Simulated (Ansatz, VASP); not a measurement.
Si in VASP and in Ansatz

File INCAR:

```
  PREC = Accurate
  ENCUT = 520
  EDIFF = 1E-6
  ISMEAR = -1
  SIGMA = 0.05
  LREAL = F
  LASPH = T
  NELM = 60
  ALGO = Normal
  ISIF = 2
  LWAVE = F
  LCHARG = F
  METAGGA = R2SCAN
  LMIXTAU = T
  NBANDS = 8
```

The input KPOINTS:

```
regular mesh
0
Gamma
  12 12 11
```

POSCAR

```
Si
1.0
    2.6205428149      0.0000000000      0.0000000000
   -1.3102714075      2.2694566494      0.0000000000
    0.0000000000      0.0000000000      2.4663543900
Si
1
Direct
    0.0000000000      0.0000000000      0.0000000000
```

The input KPOINTS_OPT:

```
path GMKGALHA,LM,KH
10
line-mode
reciprocal
 0.0000000000  0.0000000000  0.0000000000  G
 0.5000000000  0.0000000000  0.0000000000  M

 0.5000000000  0.0000000000  0.0000000000  M
 0.3333333333  0.3333333333  0.0000000000  K

 0.3333333333  0.3333333333  0.0000000000  K
 0.0000000000  0.0000000000  0.0000000000  G

 0.0000000000  0.0000000000  0.0000000000  G
 0.0000000000  0.0000000000  0.5000000000  A

 0.0000000000  0.0000000000  0.5000000000  A
 0.5000000000  0.0000000000  0.5000000000  L

 0.5000000000  0.0000000000  0.5000000000  L
 0.3333333333  0.3333333333  0.5000000000  H

 0.3333333333  0.3333333333  0.5000000000  H
 0.0000000000  0.0000000000  0.5000000000  A

 0.5000000000  0.0000000000  0.5000000000  L
 0.5000000000  0.0000000000  0.0000000000  M

 0.3333333333  0.3333333333  0.0000000000  K
 0.3333333333  0.3333333333  0.5000000000  H
```

File input.yaml:

```yaml
crystal:
  lattice:
    - [2.6205428149, 0.0, 0.0]
    - [-1.3102714075, 2.2694566494, 0.0]
    - [0.0, 0.0, 2.46635439]
  atoms:
    - { symbol: Si, position: [0.0, 0.0, 0.0] }
hamiltonian:
  xc: r2scan
  pseudopotentials: { kind: paw }
kpoints:
  mp_grid: { grid: [12, 12, 11] }
  band_path:
    path:
      - [[0.0, 0.0, 0.0], [0.5, 0.0, 0.0], [0.3333333333, 0.3333333333, 0.0], [0.0, 0.0, 0.0], [0.0, 0.0, 0.5], [0.5, 0.0, 0.5], [0.3333333333, 0.3333333333, 0.5], [0.0, 0.0, 0.5]]
      - [[0.5, 0.0, 0.5], [0.5, 0.0, 0.0]]
      - [[0.3333333333, 0.3333333333, 0.0], [0.3333333333, 0.3333333333, 0.5]]
    npoints: 14
scf:
  occupations: { method: fermi_dirac, width: 0.05 }
  n_extra_bands: 6
output:
  forces: true
  stress: true
  eigenvalues: true
  fatbands: true
  write_density: true
  write_potential: true
  elf: true
  volumetric_format: npy
```

This isn't the form of Si at room conditions, which is diamond.

Alike in both runs: task band structure; functional r2SCAN; k mesh 12 × 12 × 11; occupations fermi-dirac, width 0.05 eV; no spin polarisation.

|  | VASP | Ansatz |
| --- | --- | --- |
| version | VASP 6.6.1 | Ansatz 0.2.0 |
| potentials or method | VASP PAW PBE potentials, release 64 (Si) | Ansatz PAW |
| plane-wave cutoff (eV) | 520 | 500 |
| valence electrons in the cell | 4 | 4 |

|  | VASP | Ansatz | Ansatz less VASP |
| --- | --- | --- | --- |
| gap on the k mesh at the Fermi level (eV) | none | none | - |
| pressure (GPa) | 1.7 | 1.9 | +0.28 |
| largest component of the traceless stress (GPa) | 3.08 | 3.14 | +0.066 |

A gap of «none» marks a metal or a gap that the smearing closes.

Caveats: the PAW data sets were made with another functional, which shifts forces and pressure a little (VASP); the PAW data sets come from PBE, with cores solved anew for the run's functional, which leaves a small shift of forces and pressure (Ansatz).
